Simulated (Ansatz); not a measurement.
## PtS2 in Ansatz: the effect of functional

The system is PtS2.

```
CELL_PARAMETERS angstrom
3.51942 0.00000 0.00000
-1.75971 3.04791 0.00000
0.00000 0.00000 5.00498
ATOMIC_POSITIONS crystal
Pt 0.00000 0.00000 0.00000
S 0.66667 0.33333 0.77300
S 0.33333 0.66667 0.22700
```

The cell isn't the ideal one: volume scaled by 0.98.

Alike in all runs:

| Property | Result |
| --- | --- |
| Program | Ansatz 0.2.0 |
| Task | single point |
| Potentials or basis | Ansatz PAW |
| k mesh | 9 × 9 × 5 |
| Occupations | fermi-dirac, width 0.05 eV |
| Spin | no spin polarisation |

```csv
functional,cutoff,gap on the mesh (eV),pressure (GPa),largest force (eV/Å)
PBEsol,420 eV (not typed: the program's choice for these potentials),0.97,10.0,1.27
r2SCAN,500 eV (not typed: the program's choice for these potentials),1.21,13.1,1.54
LDA,420 eV (not typed: the program's choice for these potentials),?,?,?
```

**Question.** What does the run with functional LDA give?

**Answer.** gap on the mesh 0.92 eV; pressure 7.1 GPa; largest force 1.12 eV/Å.

Caveats: odd divisions of the mesh miss points on the zone boundary, where band edges often lie, so the gap on the mesh can be too wide; spin-orbit coupling is left out, which moves the levels of the heavy elements; the PAW data sets come from PBE, with cores solved anew for the run's functional, which leaves a small shift of forces and pressure; forces of over 1 eV/Å show positions far from the minimum, so gaps and moduli don't describe the material at rest.

A k mesh can miss the band edges.

Runs at the PBE level aren't shown here.
